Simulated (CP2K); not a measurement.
Crystal: BaTiO3.

```
Ba Ti O
1.0
     4.00410    0.00000    0.00000
     0.01034    4.00409    0.00000
     0.01034    0.01031    4.00407
Ba Ti O
1 1 3
Cartesian
  0.1443 3.9579 0.0074
  2.0375 2.1176 2.1511
  1.9622 2.0006 3.8886
  1.9134 3.9546 1.8900
  3.9292 1.9238 1.9879
```

The cell isn't the ideal one: all atoms moved at random.

Base run:

```yaml
Program: CP2K 2026.2
Functional: PBE
Potentials_or_basis: GTH_POTENTIALS Ba GTH-PBE-q10, Ti GTH-PBE-q12, O GTH-PBE-q6; DZVP-MOLOPT-SR-GTH basis
Density_cutoff: 8163 eV
k_mesh: 5 × 5 × 5
Occupations: fermi-dirac, width 0.05 eV
Spin: no spin polarisation
Hubbard_terms: Ti d U = 4.0 eV
```

Its results: band gap on the k mesh 3.21 eV, indirect (least direct gap 3.71 eV); largest force 2.630 eV/Å.

Task: The run is repeated on the same cell with these changes: hubbard terms from Ti d U = 4.0 eV to Ti d U = 6.0 eV. What comes out?

Result: Band gap on the k mesh 3.41 eV, indirect (least direct gap 3.91 eV); largest force 2.822 eV/Å.

Caveats: this program's U acts on Mulliken populations of all basis functions of the shell, so it isn't the U of plane-wave codes; energies scatter by some meV and the pressure isn't listed; spin-orbit coupling is left out, which moves the levels of the heavy elements; an odd mesh through Γ misses points on the zone boundary, where band edges often lie; the basis of atomic orbitals isn't converged, which shifts pressures, moduli and gaps; forces of over 1 eV/Å show positions far from the minimum, so gaps and moduli don't describe the material at rest.
